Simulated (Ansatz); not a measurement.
# CoO (I4/mmm) in Ansatz: notebook

One crystal, CoO, is run at these levels: PBE; tasks: single point.

All numbers are computed with Ansatz 0.2.0; they aren't measurements. Logs are shortened: lines on timing, memory, paths and dates and some standing lists are left out, and cuts for length are marked.

## 1. The crystal as given

It takes space group I4/mmm (No. 139, tetragonal). Conventional cell: a = 3.016 Å, b = 3.016 Å, c = 4.214 Å, α = 90.00°, β = 90.00°, γ = 90.00°. Co (site symmetry 4/mmm) has 6 O at 2.11 to 2.13 Å as nearest neighbours. Around O (site symmetry 4/mmm) lie 6 Co at 2.11 to 2.13 Å.

## 2. Single point, PBE, collinear spin, ferromagnetic start

File input.yaml:

```yaml
crystal:
  lattice:
    - [-1.508, 1.508, 2.1072475377]
    - [1.508, -1.508, 2.1072475377]
    - [1.508, 1.508, -2.1072475377]
  atoms:
    - { symbol: Co, position: [0.0, 0.0, 0.0], spin: 2.0 }
    - { symbol: O, position: [0.5, 0.5, 0.0] }
hamiltonian:
  xc: pbe
  pseudopotentials: { kind: paw }
magnetization:
  spin_polarized: true
  initial_magnetization: 2.0
  spin_locking: { lock_magnetization: hard }
kpoints:
  mp_grid: { grid: [10, 10, 10] }
scf:
  occupations: { method: fermi_dirac, width: 0.05 }
  lower_state_search: "off"
output:
  forces: true
  stress: true
  eigenvalues: true
  write_density: true
  write_potential: true
  elf: true
  volumetric_format: npy
```

Potentials or basis: Ansatz PAW.

Command:

```sh
$ ansatz run input.yaml --threads 2 --pin off --max-ram 5632MiB --backend cpu --events-out ev --progress --plain --runs-dir out
```

What it wrote:

```text
Warning: output.stress: scf.convergence.dr2_threshold = 1e-7 eV (the SCF's general default) is looser than the 2e-10 eV advised for a printed stress (1e-10 eV for each atom of the cell: 2). What an SCF threshold leaves in a stress goes as its square root, and in the free energy as the threshold itself, and one threshold admits the most on a small cell: of the crystals measured, under no hybrid functional and no lock of the moments, on runs that ended without the residual-converged pass, on stresses that held no estimate of that error, the worst erred by over 100 MPa in a component at 1e-7 eV an atom and by under 5 at 1e-10. Set scf.convergence.dr2_threshold to 2e-10 eV or tighter. The threshold is an SCF's pass mark: one that does not reach it within its budget of iterations ends unconverged, or closes short of it on a stop that the run arms, and scf.convergence.dr2_threshold's page says what that costs each kind of run
Warning: RAYON_NUM_THREADS=2 ignored (pool sized by the plan → 2); use --threads N
Engine: ansatz 0.2.0, aarch64-unknown-linux-gnu
Pseudopotentials: kind: paw
Pseudopotential: Co, paw, valence charge 17, recommended cutoff 420 eV (normal), Co.paw.azcp
Pseudopotential: O, paw, valence charge 6, recommended cutoff 420 eV (normal), O.paw.azcp
Functional definition: PBE
  parameter kappa = 0.804
  parameter beta = 0.06672455060314922
  exchange = pbe_x(kappa = kappa, mu = beta*pi^2/3)
  correlation = pbe_c(beta = beta)
Crystal: 2 atoms, lattice volume = 19.168 Å³
Basis set: ecut = 420 eV, 339 PW (Γ), exchange–correlation on 48×48×48 points (8 copies of the dense FFT grid, shifted against one another)
Bands: 17, of which v1, the nominal top of the filled ones, is band 12 counted from 1 (11 counted from 0)
Symmetry: 16 space group operations
Space group: I4/mmm (ITA 139), of the structure as read, at distance tolerance 2.7e-5 Å
Magnetic group: BNS 139.531 (UNI 1191), of the structure as read, at distance tolerance 2.7e-5 Å
k-points: 102 of 1000
Non-local potential: Co, projectors of the file, l = 0: 3, l = 1: 2, l = 2: 3, l = 3: 1
Non-local potential: O, projectors of the file, l = 0: 2, l = 1: 2, l = 2: 1
PAW form: soft (Blöchl's): semilocal exchange-correlation on the pseudo side does not see the compensation charge
PAW one-centre angular grid: Co, 590 points (default); XC on 64 Gauss nodes
PAW one-centre angular grid: O, 110 points (default); XC on 64 Gauss nodes
Initial density: superposition of atomic densities (chi_scale 0.1, normalization cell, long waves kept (reshape's long-wave potential 0.00 eV rms))
Starting moments: Σ|m| = 2 μB on 1 of 2 sites
Initial wavefunctions: pseudopotential atomic-orbital guess
Functional: x = pbe(κ = 0.804, μ = 0.2195149727645171), c = pbe(β = 0.06672455060314922)
SCF iter   1: F=—  HF=-5694.956517 eV  |F-HF|=—  |Δ(HF+E_count)|=         —  Δρ=2.84e-1 (↑1.49e-1 ↓2.84e-1)  dr2=2.86e1  dr2_m=8.97e-1  M=2.000 μB ∫|m|=2.000 μB  β_m=0.30  ethr=3.10e-3  ⟨swp⟩=5.6  Hψ=15187  notcnv=0
preconditioner: auto → none  [metal: Δε(μ)=0.001 eV  Ē_g=12.891 eV  σ=0.050 eV  W_gap=0.01  n_scr=8 (ndim 8)  ℏωp=32.8 eV  f_vac=0.000  D(μ)=3.43/eV (n_scr^D=58)  sad-step TF]
SCF iter   2: F=—  HF=-5692.019292 eV  |F-HF|=—  |Δ(HF+E_count)|=    2.94e0  Δρ=8.21e-2 (↑4.13e-2 ↓8.21e-2)  dr2=8.34e-1  dr2_m=1.33e-1  M=2.000 μB ∫|m|=2.001 μB  β_m=0.28  ethr=3.10e-3  ⟨swp⟩=3.0  Hψ=9371  notcnv=0  defer=88
SCF iter   3: F=—  HF=-5691.877909 eV  |F-HF|=—  |Δ(HF+E_count)|=   1.41e-1  Δρ=5.31e-2 (↑2.21e-2 ↓5.31e-2)  dr2=2.15e-1  dr2_m=8.58e-2  M=2.000 μB ∫|m|=2.001 μB  β_m=0.60  ethr=3.10e-3  ⟨swp⟩=2.7  Hψ=6919  notcnv=0  defer=36
SCF iter   4: F=—  HF=-5692.004686 eV  |F-HF|=—  |Δ(HF+E_count)|=   1.27e-1  Δρ=1.82e-2 (↑5.05e-3 ↓1.82e-2)  dr2=5.44e-2  dr2_m=9.31e-3  M=2.000 μB ∫|m|=2.007 μB  β_m=0.73  ethr=9.35e-4  ⟨swp⟩=2.3  Hψ=8291  notcnv=0  defer=38
SCF iter   5: F=—  HF=-5692.018459 eV  |F-HF|=—  |Δ(HF+E_count)|=   1.38e-2  Δρ=6.40e-3 (↑1.98e-3 ↓6.40e-3)  dr2=4.38e-3  dr2_m=2.38e-3  M=2.000 μB ∫|m|=2.009 μB  β_m=0.73  ethr=2.36e-4  ⟨swp⟩=2.0  Hψ=4416  notcnv=0  defer=38
[... 9 lines left out ...]
SCF 1 converged in 13 iterations: F = -5692.019489 eV  dr2 = 8.17e-9
SCF converged after 13 iterations
Stability checked in part: among states of this total moment the steps that led to this state did not find it unstable. No probe was made; neither looks for a lower state of another moment (fixed_total_moment; see scf.lower_state_search)
an eigenvalue changed by more than its tolerance at an iteration that met the thresholds in force, so the SCF went on 1 time: the last check found none over its tolerance
Magnetization: 2.0000 μB (12.5000 up, 10.5000 down)
Absolute magnetization: 2.0078 μB (∫|ρ↑−ρ↓|, with the PAW one-centre terms)
Spin contamination: 0.0274 ħ² per cell (⟨S²⟩ above its minimum at these occupations)
Per-site moments (μB) at R_I (Å): [(1.8117608550793822, 0.86923960930125), (0.08183410776589688, 0.86923960930125)]
Free energy (F): -5692.019489 eV
Harris-Foulkes:  -5692.019489 eV  (|F-HF|=7.68e-9)
Internal energy: -5691.980636 eV  (E = F + TS)
E sigma→0 (E₀):  -5692.000062 eV
Entropy (-TS):   -0.038853 eV (-19.426 meV/atom)
Fermi energy:    13.862955 (↑ 13.662720, ↓ 14.063190) eV
--- Per-component energies (eV) ---
  E_band       = -298.751602
  E_kinetic    = 618.514837
  E_local      = -3426.447505  (includes V_loc(G=0)·N_el)
  E_nonlocal   = 514.737561
  E_hartree    = 1409.336655
  E_xc         = -228.673618
  E_vxc        = -293.879443  (∫ρ·V_xc dr)
  E_paw        = -1677.459626  (= ΣΔE_a)
  E_vpaw       = -530.357460  (= ΣTr[D̂ρ^β])
  E_aug_tail   = 0.002489  (compensation charges beyond the density's cutoff)
  E_ewald      = -2901.991429
  E_smearing   = -0.038853  (= −TS)
  E_closure    = -0.000000  (closes the sum)
  Σ components = -5692.019489   (vs F -5692.019489, Δ=0.00e0)
--- Forces (eV/Å), atoms counted from 1 ---
  atom   1  Co    -0.00000000    -0.00000000     0.00000000
  atom   2  O      0.00000000    -0.00000000     0.00000000
  max |Σ_I F_I| component: 2.45e-29 eV/Å
--- Stress (GPa, compression-positive) ---
       -7.810432       0.000000       0.000000
        0.000000      -7.810432       0.000000
        0.000000      -0.000000      -6.945558
  P = ⅓ Tr σ = -7.5221 GPa (-75.221 kbar)
--- Band table (eV; the first three rows and the last of 204) ---
  k-point 0 ↑: bands = ["-82.0996", "-45.4277", "-45.3597", "-45.3597", "-6.4012", "10.6676", "10.7090", "10.7090", "11.3175", "11.3190", "11.5214", "11.5214", "11.6346", "15.0401", "30.8189", "32.2418", "32.2418"]
  k-point 1 ↑: bands = ["-82.0993", "-45.4292", "-45.3633", "-45.3610", "-6.2673", "9.2743", "10.2989", "10.3567", "11.3529", "11.4288", "11.9228", "12.0187", "12.1892", "15.9628", "29.1891", "31.2463", "31.3307"]
  k-point 2 ↑: bands = ["-82.0980", "-45.4331", "-45.3726", "-45.3646", "-5.9256", "7.8380", "9.8448", "9.9126", "11.1901", "11.4436", "12.4227", "12.5067", "12.6114", "17.8976", "27.6579", "28.3226", "30.1055"]
  k-point 101 ↓: bands = ["-79.8424", "-43.2453", "-43.1810", "-43.1810", "-4.9404", "7.2214", "9.6375", "9.6375", "11.7276", "14.1238", "14.1238", "14.5722", "14.9493", "20.6862", "24.0958", "26.2521", "30.1193"]
```

v_z.tsv:

```text
# z_ang	v_es[eV]	v_tot_up[eV]	v_tot_dn[eV]
# format = ansatz-planar-average/11
# xc	pbe
# density_cutoff_ev	1680
# datasets	Co=:simpson_from_first_knot:soft	O=:simpson_from_first_knot:soft
# lattice	-1.508000000	1.508000000	2.107247538
# lattice	1.508000000	-1.508000000	2.107247538
# lattice	1.508000000	1.508000000	-2.107247538
# sites	2
# site	27	0.000000000	0.000000000	0.000000000
# site	8	0.000000000	0.000000000	2.107247538
0.000000	-4.776832e0	-2.090986e1	-2.028772e1
0.124921	-4.373432e0	-2.039370e1	-1.982933e1
0.249842	-3.208245e0	-1.886102e1	-1.840235e1
0.374763	-1.410335e0	-1.646178e1	-1.610503e1
0.499684	8.519977e-1	-1.345468e1	-1.321926e1
0.624605	3.436260e0	-9.995274e0	-9.835939e0
[... 16 lines left out ...]
2.748261	-3.208245e0	-1.886102e1	-1.840235e1
2.873182	-4.373432e0	-2.039370e1	-1.982933e1
```

It took 5.1 s on 2 threads of Arm Neoverse V1, shared host; peak memory 0.3 GiB.

What came out:

```yaml
Free_energy: -5692.0195 eV
Pressure: -7.5 GPa
Net_moment: 2.00 μB per cell
Absolute_moment: 2.01 μB per cell
Site_moments: Co +1.81; O +0.08 μB
```

Stress tensor (GPa, compression positive):
```
-7.81  0.00  0.00
 0.00 -7.81  0.00
 0.00  0.00 -6.95
```

Caveat: the pressure holds a Pulay correction of +0.7 GPa for the finite cutoff; the total moment is fixed, so each spin has its own Fermi level; a cell with one magnetic atom can't hold antiferromagnetic order, which such compounds often take; the thresholds are loose for stress.

## 3. Single point, PBE, collinear spin, ferromagnetic start

Edit input.yaml of step 2 so:

```diff
@@ -6,3 +6,3 @@
   atoms:
-    - { symbol: Co, position: [0.0, 0.0, 0.0], spin: 2.0 }
+    - { symbol: Co, position: [0.0, 0.0, 0.0], spin: 2.5 }
     - { symbol: O, position: [0.5, 0.5, 0.0] }
@@ -13,3 +13,3 @@
   spin_polarized: true
-  initial_magnetization: 2.0
+  initial_magnetization: 2.5
   spin_locking: { lock_magnetization: hard }
@@ -24,5 +24 @@
   eigenvalues: true
-  write_density: true
-  write_potential: true
-  elf: true
-  volumetric_format: npy
```

Potentials or basis: Ansatz PAW.

Command:

```sh
$ ansatz run input.yaml --threads 2 --pin off --max-ram 5632MiB --backend cpu --events-out ev --progress --plain --runs-dir out
```

What it wrote:

```text
Warning: output.stress: scf.convergence.dr2_threshold = 1e-7 eV (the SCF's general default) is looser than the 2e-10 eV advised for a printed stress (1e-10 eV for each atom of the cell: 2). What an SCF threshold leaves in a stress goes as its square root, and in the free energy as the threshold itself, and one threshold admits the most on a small cell: of the crystals measured, under no hybrid functional and no lock of the moments, on runs that ended without the residual-converged pass, on stresses that held no estimate of that error, the worst erred by over 100 MPa in a component at 1e-7 eV an atom and by under 5 at 1e-10. Set scf.convergence.dr2_threshold to 2e-10 eV or tighter. The threshold is an SCF's pass mark: one that does not reach it within its budget of iterations ends unconverged, or closes short of it on a stop that the run arms, and scf.convergence.dr2_threshold's page says what that costs each kind of run
Warning: RAYON_NUM_THREADS=2 ignored (pool sized by the plan → 2); use --threads N
[... 9 set-up lines as earlier in the session ...]
Crystal: 2 atoms, lattice volume = 19.168 Å³
Basis set: ecut = 420 eV, 339 PW (Γ), exchange–correlation on 48×48×48 points (8 copies of the dense FFT grid, shifted against one another)
Bands: 17, of which v1, the nominal top of the filled ones, is band 12 counted from 1 (11 counted from 0)
[... 2 set-up lines as earlier in the session ...]
Magnetic group: BNS 139.531 (UNI 1191), of the structure as read, at distance tolerance 2.7e-5 Å
k-points: 102 of 1000
[... 6 set-up lines as earlier in the session ...]
Starting moments: Σ|m| = 2.5 μB on 1 of 2 sites
[... 2 set-up lines as earlier in the session ...]
SCF iter   1: F=—  HF=-5694.389374 eV  |F-HF|=—  |Δ(HF+E_count)|=         —  Δρ=2.74e-1 (↑1.15e-1 ↓2.74e-1)  dr2=2.25e1  dr2_m=1.29e0  M=2.500 μB ∫|m|=2.500 μB  β_m=0.30  ethr=3.10e-3  ⟨swp⟩=5.6  Hψ=15189  notcnv=0
preconditioner: auto → none  [metal: Δε(μ)=0.009 eV  Ē_g=16.411 eV  σ=0.050 eV  W_gap=0.04  n_scr=8 (ndim 8)  ℏωp=32.8 eV  f_vac=0.000  D(μ)=2.94/eV (n_scr^D=58)  sad-step TF]
SCF iter   2: F=—  HF=-5691.979649 eV  |F-HF|=—  |Δ(HF+E_count)|=    2.41e0  Δρ=6.89e-2 (↑3.42e-2 ↓6.89e-2)  dr2=4.95e-1  dr2_m=1.49e-1  M=2.500 μB ∫|m|=2.501 μB  β_m=0.28  ethr=3.10e-3  ⟨swp⟩=3.0  Hψ=9342  notcnv=0  defer=88
[... 12 lines left out ...]
SCF converged after 12 iterations
Stability checked in part: among states of this total moment the steps that led to this state did not find it unstable. No probe was made; neither looks for a lower state of another moment (fixed_total_moment; see scf.lower_state_search)
Magnetization: 2.5000 μB (12.7500 up, 10.2500 down)
Absolute magnetization: 2.5104 μB (∫|ρ↑−ρ↓|, with the PAW one-centre terms)
Spin contamination: 0.0171 ħ² per cell (⟨S²⟩ above its minimum at these occupations)
Per-site moments (μB) at R_I (Å): [(2.186293070441083, 0.86923960930125), (0.1957973945103754, 0.86923960930125)]
Free energy (F): -5692.090968 eV
Harris-Foulkes:  -5692.090968 eV  (|F-HF|=4.64e-8)
Internal energy: -5692.050704 eV  (E = F + TS)
E sigma→0 (E₀):  -5692.070836 eV
Entropy (-TS):   -0.040264 eV (-20.132 meV/atom)
Fermi energy:    13.975678 (↑ 13.879479, ↓ 14.071876) eV
--- Per-component energies (eV) ---
  E_band       = -300.457820
  E_kinetic    = 618.140988
  E_local      = -3424.024018  (includes V_loc(G=0)·N_el)
  E_nonlocal   = 514.492169
  E_hartree    = 1407.244624
  E_xc         = -228.696105
  E_vxc        = -293.912780  (∫ρ·V_xc dr)
  E_paw        = -1677.219414  (= ΣΔE_a)
  E_vpaw       = -529.657088  (= ΣTr[D̂ρ^β])
  E_aug_tail   = 0.002480  (compensation charges beyond the density's cutoff)
  E_ewald      = -2901.991429
  E_smearing   = -0.040264  (= −TS)
  E_closure    = -0.000000  (closes the sum)
  Σ components = -5692.090968   (vs F -5692.090968, Δ=0.00e0)
--- Forces (eV/Å), atoms counted from 1 ---
  atom   1  Co    -0.00000000    -0.00000000     0.00000000
  atom   2  O      0.00000000    -0.00000000    -0.00000000
  max |Σ_I F_I| component: 2.37e-29 eV/Å
--- Stress (GPa, compression-positive) ---
       -3.682977       0.000000       0.000000
        0.000000      -3.682977      -0.000000
        0.000000      -0.000000      -3.596614
  P = ⅓ Tr σ = -3.6542 GPa (-36.542 kbar)
--- Band table (eV; the first three rows and the last of 204) ---
  k-point 0 ↑: bands = ["-82.4904", "-45.8131", "-45.7384", "-45.7384", "-6.3355", "10.7484", "10.7879", "10.7879", "11.0146", "11.0162", "11.1950", "11.1950", "11.3138", "15.0189", "30.8104", "32.1676", "32.1676"]
  k-point 1 ↑: bands = ["-82.4901", "-45.8145", "-45.7420", "-45.7398", "-6.2006", "9.2343", "10.2971", "10.3606", "11.0485", "11.1067", "11.6734", "11.7675", "11.9920", "15.9529", "29.1395", "31.1800", "31.2609"]
  k-point 2 ↑: bands = ["-82.4888", "-45.8184", "-45.7511", "-45.7433", "-5.8563", "7.8114", "9.8440", "9.9142", "10.8786", "11.1365", "12.1578", "12.2442", "12.3912", "17.8891", "27.5846", "28.2476", "30.0515"]
  k-point 101 ↓: bands = ["-79.7828", "-43.1915", "-43.1199", "-43.1199", "-4.6738", "7.3844", "9.8747", "9.8747", "11.7641", "14.1768", "14.1768", "14.6416", "15.0245", "20.7206", "24.2433", "26.2625", "30.2154"]
```

It took 3.6 s on 2 threads of Arm Neoverse V1, shared host; peak memory 0.3 GiB.

What came out:

```yaml
Free_energy: -5692.0910 eV
Pressure: -3.7 GPa
Net_moment: 2.50 μB per cell
Absolute_moment: 2.51 μB per cell
Site_moments: Co +2.19; O +0.20 μB
```

Caveat: the pressure holds a Pulay correction of +0.7 GPa for the finite cutoff; the total moment is fixed, so each spin has its own Fermi level; a cell with one magnetic atom can't hold antiferromagnetic order, which such compounds often take; the thresholds are loose for stress.

## 4. Single point, PBE, collinear spin, ferromagnetic start

Edit input.yaml of step 3 so:

```diff
@@ -6,3 +6,3 @@
   atoms:
-    - { symbol: Co, position: [0.0, 0.0, 0.0], spin: 2.5 }
+    - { symbol: Co, position: [0.0, 0.0, 0.0], spin: 3.0 }
     - { symbol: O, position: [0.5, 0.5, 0.0] }
@@ -13,3 +13,3 @@
   spin_polarized: true
-  initial_magnetization: 2.5
+  initial_magnetization: 3.0
   spin_locking: { lock_magnetization: hard }
```

Command:

```sh
$ ansatz run input.yaml --threads 2 --pin off --max-ram 5632MiB --backend cpu --events-out ev --progress --plain --runs-dir out
```

It took 3.4 s on 2 threads of Arm Neoverse V1, shared host; peak memory 0.3 GiB.

It converged, with:

```yaml
Free_energy: -5692.1133 eV
Pressure: 0.8 GPa
Net_moment: 3.00 μB per cell
Absolute_moment: 3.02 μB per cell
Site_moments: Co +2.53; O +0.34 μB
```

Stress tensor (GPa, compression positive):
```
0.61 0.00 0.00
0.00 0.61 0.00
0.00 0.00 1.18
```

Caveat: the pressure holds a Pulay correction of +0.8 GPa for the finite cutoff; the total moment is fixed, so each spin has its own Fermi level; a cell with one magnetic atom can't hold antiferromagnetic order, which such compounds often take; the thresholds are loose for stress.

## 5. Single point, PBE, collinear spin, ferromagnetic start

Edit input.yaml of step 4 so:

```diff
@@ -6,3 +6,3 @@
   atoms:
-    - { symbol: Co, position: [0.0, 0.0, 0.0], spin: 3.0 }
+    - { symbol: Co, position: [0.0, 0.0, 0.0], spin: 4.0 }
     - { symbol: O, position: [0.5, 0.5, 0.0] }
@@ -13,3 +13,3 @@
   spin_polarized: true
-  initial_magnetization: 3.0
+  initial_magnetization: 4.0
   spin_locking: { lock_magnetization: hard }
```

Command:

```sh
$ ansatz run input.yaml --threads 2 --pin off --max-ram 5632MiB --backend cpu --events-out ev --progress --plain --runs-dir out
```

It took 3.4 s on 2 threads of Arm Neoverse V1, shared host; peak memory 0.3 GiB.

The run converged. Its results:

```
Free energy     : -5689.5357 eV
Pressure        : 24.6 GPa
Net moment      : 4.00 μB per cell
Absolute moment : 4.00 μB per cell
Site moments    : Co +2.90; O +0.68 μB
```

Stress tensor (GPa, compression positive):
```
24.37  0.00  0.00
 0.00 24.37  0.00
 0.00  0.00 25.20
```

Caveat: the pressure holds a Pulay correction of +0.7 GPa for the finite cutoff; the total moment is fixed, so each spin has its own Fermi level; a cell with one magnetic atom can't hold antiferromagnetic order, which such compounds often take; the thresholds are loose for stress.

## 6. Overview

| fixed moment (μB) | pressure (GPa) | moment (μB) |
| --- | --- | --- |
| 2.0 | -7.5 | 2.00 |
| 2.5 | -3.7 | 2.50 |
| 3.0 | 0.8 | 3.00 |
| 4.0 | 24.6 | 4.00 |

Alike in all rows: task single point; level PBE; potentials or basis Ansatz PAW; spin collinear, ferromagnetic start; cell as given; k mesh 10 × 10 × 10; cutoff (eV) 420; smearing fermi-dirac 0.05 eV.

Caveats: the total moment is fixed, so each spin has its own Fermi level; a cell with one magnetic atom can't hold antiferromagnetic order, which such compounds often take; the thresholds are loose for stress.

Total energies depend on the potentials used, so only differences within one code and one set of settings carry meaning.
